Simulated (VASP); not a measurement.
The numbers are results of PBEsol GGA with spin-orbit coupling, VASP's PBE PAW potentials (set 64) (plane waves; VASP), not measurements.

A VASP calculation is set up with these files.

### KPOINTS
```
Regular mesh
0
Gamma
 6 6 6
0 0 0
```

### POSCAR
```
CsCl
1
    4.0730141105     0.0000000000     0.0000000000
    0.0000000000     4.0730141105     0.0000000000
    0.0000000000     0.0000000000     4.0730141105
Cs Cl
1 1
Direct
  0.0000000000   0.0000000000   0.0000000000
  0.5000000000   0.5000000000   0.5000000000
```

**KPOINTS_OPT**
```
k-points along high-symmetry lines
8
Line-mode
Reciprocal
  0.000000   0.000000   0.000000 ! GAMMA
  0.000000   0.500000   0.000000 ! X

  0.000000   0.500000   0.000000 ! X
  0.500000   0.500000   0.000000 ! M

  0.500000   0.500000   0.000000 ! M
  0.000000   0.000000   0.000000 ! GAMMA

  0.000000   0.000000   0.000000 ! GAMMA
  0.500000   0.500000   0.500000 ! R

  0.500000   0.500000   0.500000 ! R
  0.000000   0.500000   0.000000 ! X

  0.500000   0.500000   0.500000 ! R
  0.500000   0.500000   0.000000 ! M
```

### INCAR
```
SYSTEM = CsCl
PREC = Accurate
ENCUT = 400
EDIFF = 1E-6
NELM = 100
ALGO = Normal
LREAL = .FALSE.
LASPH = .TRUE.
ISMEAR = 0
SIGMA = 0.05
GGA = PS
LMAXMIX = 4
LWAVE = .FALSE.
LCHARG = .FALSE.
LSORBIT = .TRUE.
MAGMOM = 0 0 0 0 0 0
GGA_COMPAT = .FALSE.
```

POTCAR, in this order: Cs_sv Cl (PBE.64 set). Program: vasp_ncl.

The run wrote:

**OSZICAR**
```
       N       E                     dE             d eps       ncg     rms          rms(c)
DAV:   1     0.928566196505E+02    0.92857E+02   -0.58442E+03   960   0.933E+02
DAV:   2     0.838469725131E-01   -0.92773E+02   -0.88336E+02  1408   0.187E+02
DAV:   3    -0.728101954595E+01   -0.73649E+01   -0.73362E+01  1240   0.591E+01
DAV:   4    -0.736204059983E+01   -0.81021E-01   -0.81004E-01  1104   0.759E+00
DAV:   5    -0.736321162650E+01   -0.11710E-02   -0.11709E-02  1256   0.891E-01    0.216E+00
DAV:   6    -0.705115553146E+01    0.31206E+00   -0.51463E-01  1112   0.436E+00    0.151E+00
DAV:   7    -0.701219716573E+01    0.38958E-01   -0.19860E-01  1272   0.252E+00    0.948E-01
DAV:   8    -0.701084899742E+01    0.13482E-02   -0.10410E-02  1168   0.755E-01    0.482E-01
DAV:   9    -0.701072075933E+01    0.12824E-03   -0.11778E-03  1168   0.297E-01    0.133E-01
DAV:  10    -0.701087009113E+01   -0.14933E-03   -0.12727E-03  1256   0.202E-01    0.636E-02
DAV:  11    -0.701090473681E+01   -0.34646E-04   -0.20117E-04  1120   0.103E-01    0.698E-03
DAV:  12    -0.701090906999E+01   -0.43332E-05   -0.12912E-05  1200   0.256E-02    0.385E-03
DAV:  13    -0.701090925841E+01   -0.18842E-06   -0.17588E-06  1080   0.927E-03
   1 F= -.70109093E+01 E0= -.70109093E+01  d E =-.906557E-11  mag=     0.0000    -0.0000    -0.0000
       N       E                     dE             ncg
       N       E                     dE             ncg
       N       E                     dE             ncg
```

**OUTCAR**
```
------------------------ aborting loop because EDIFF is reached ----------------------------------------
  FORCE on cell =-STRESS in cart. coord.  units (eV):
  Direction    XX          YY          ZZ          XY          YZ          ZX
  --------------------------------------------------------------------------------------
  Total       -0.0086387     -0.0086387     -0.0086387      0.0000000     -0.0000000     -0.0000000
  in kB       -0.2048379     -0.2048379     -0.2048379      0.0000000     -0.0000000     -0.0000000
  external PRESSURE =      -0.2048379 kB  Pullay stress =       0.0000000 kB
  volume of cell :       67.57
      direct lattice vectors                 reciprocal lattice vectors
     4.073014110  0.000000000  0.000000000     0.245518423  0.000000000  0.000000000
     0.000000000  4.073014110  0.000000000     0.000000000  0.245518423  0.000000000
     0.000000000  0.000000000  4.073014110     0.000000000  0.000000000  0.245518423
 POSITION                                       TOTAL-FORCE (eV/Angst)
 -----------------------------------------------------------------------------------
      0.00000      0.00000      0.00000         0.000000      0.000000      0.000000
      2.03651      2.03651      2.03651         0.000000      0.000000      0.000000
 -----------------------------------------------------------------------------------
    total drift:                                0.000000      0.000000      0.000000
  FREE ENERGIE OF THE ION-ELECTRON SYSTEM (eV)
  ---------------------------------------------------
  free  energy   TOTEN  =        -7.0109092584 eV

  energy  without entropy=       -7.0109092584  energy(sigma->0) =       -7.01090926

 Ion:    1  E_soc:     -0.3271340

 Ion:    2  E_soc:     -0.0032323
```
(Selected blocks of OUTCAR.)

The compound is CsCl in the CsCl type structure. It was relaxed first.
